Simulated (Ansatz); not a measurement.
# GeO2 (Argutite): how the settings move a relaxation

Question: which choices in the input matter for GeO2 (Argutite)?

Program: Ansatz 0.2.0. Level of theory: reference: DFT, PBEsol, PAW with Ansatz's default frozen-core files, scalar-relativistic. These are calculated values, not measurements.

## 1. The structure to begin with

Symmetry: P4_2/mnm, No. 136, tetragonal system. Conventional cell: a = 4.395 Å, b = 4.395 Å, c = 2.860 Å, α = 90.00°, β = 90.00°, γ = 90.00°. Around Ge (site symmetry mmm) lie 6 O at 1.87 to 1.91 Å. Around O (site symmetry m2m) lie 3 Ge at 1.87 to 1.91 Å.

As a file:

```
CELL_PARAMETERS angstrom
4.39500 0.00000 0.00000
0.00000 4.39500 0.00000
0.00000 0.00000 2.86000
ATOMIC_POSITIONS crystal
Ge 0.00000 0.00000 0.00000
Ge 0.50000 0.50000 0.50000
O 0.30700 0.30700 0.00000
O 0.19300 0.80700 0.50000
O 0.69300 0.69300 0.00000
O 0.80700 0.19300 0.50000
```

## 2. Reference

Contents of input.yaml:

```yaml
crystal:
  lattice:
    - [4.395, 0.0, 0.0]
    - [0.0, 4.395, 0.0]
    - [0.0, 0.0, 2.86]
  atoms:
    - { symbol: Ge, position: [0.0, 0.0, 0.0] }
    - { symbol: Ge, position: [0.5, 0.5, 0.5] }
    - { symbol: O, position: [0.307, 0.307, 0.0] }
    - { symbol: O, position: [0.193, 0.807, 0.5] }
    - { symbol: O, position: [0.693, 0.693, 0.0] }
    - { symbol: O, position: [0.807, 0.193, 0.5] }
kpoints:
  mp_grid: { grid: [5, 5, 8] }
scf:
  occupations: { method: fermi_dirac, width: 0.02 }
hamiltonian:
  xc: pbesol
  pseudopotentials: { kind: paw }
output:
  forces: true
  stress: true
  efg: { contact_densities: true }
  write_density: true
  write_potential: true
  elf: true
  volumetric_format: npy
relax:
  f_tol: 0.005
  max_steps: 80
  cell: {}
```

The run is started by

```sh
$ ansatz run input.yaml --threads 2 --pin off --max-ram 8192MiB --backend cpu --events-out ev --progress --plain --runs-dir out
```

## 3. Changing settings: dr2_threshold 1.0e-06

input.yaml, as its differences from that of step 2:

```diff
@@ -16,2 +16,3 @@
   occupations: { method: fermi_dirac, width: 0.02 }
+  convergence: { dr2_threshold: 1.0e-06 }
 hamiltonian:
@@ -23,6 +24,2 @@
   efg: { contact_densities: true }
-  write_density: true
-  write_potential: true
-  elf: true
-  volumetric_format: npy
 relax:
```

Before running it: what results should come out? Wanted: for each run, ending; energy change; pressure; gap; force.

The runs gave:

```tsv
run	ending	energy change	pressure (GPa)	gap (eV)	force (eV/Å)	cycles	time
reference	converged	0	0.0	1.57	0.00	39	14 s
1: dr2_threshold 1.0e-06	converged	0.0 meV/atom	0.0	1.57	0.00	30	11 s
```

Times don't compare one to one where runs were asked for different outputs or read a saved state (see the inputs); cycles may leave out searches for a lower state.

The changed convergence setting doesn't alter the result here (within 0.5 meV/atom).

The gaps are Kohn-Sham values of a semilocal functional, not quasiparticle or optical gaps.
